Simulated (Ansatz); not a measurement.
Rows from a G0W0 calculation on ZrSe2 (1T monolayer) (Ansatz 0.2.0; G0W0 on LDA, plane waves, PAW; PAW set soft_1; 6×6×1 mesh, 172 empty bands, screening to 36 eV, PAW set soft_1 files), in eV. Spin-orbit coupling is left out.

| row | k | band | start | Σx | Σc at the solution | Vxc |
| --- | --- | --- | --- | --- | --- | --- |
| A | (0.000, -0.500, 0.000) | v2 | -7.296 | -17.089 | 2.448 | -14.640 |
| B | Γ | v1 | -5.681 | -17.569 | 1.667 | -16.132 |
| C | (0.000, -0.500, 0.000) | v1 | -6.782 | -17.559 | 2.186 | -15.459 |
| D | (0.000, -0.500, 0.000) | c1 | -5.387 | -10.307 | -3.842 | -15.009 |
| E | Γ | c1 | -4.681 | -10.678 | -4.675 | -16.291 |
| F | (0.000, -0.500, 0.000) | c2 | -3.048 | -11.089 | -5.967 | -18.095 |

**Question.** Work out each quasiparticle level and how far it moved.

The quasiparticle equation reads E = start + Σx + Σc(E) − Vxc.

| row | E (eV) | shift (eV) |
| --- | --- | --- |
| A | -7.297 | −0.001 |
| B | -5.451 | +0.230 |
| C | -6.697 | +0.086 |
| D | -4.527 | +0.860 |
| E | -3.743 | +0.938 |
| F | -2.010 | +1.038 |

Limits: not at the basis limit; coarse mesh for a sheet; no spin-orbit coupling.

[Runs of the session that timed out or met a known fault of the program may be left out.]

[Cells called generated may have been cut or substituted from an entry of the Crystallography Open Database or the Materials Project.]

[Hosts, paths, dates, database ids (printed as entryN), source tags and the programs' standing remarks are cut or masked in the printed files.]
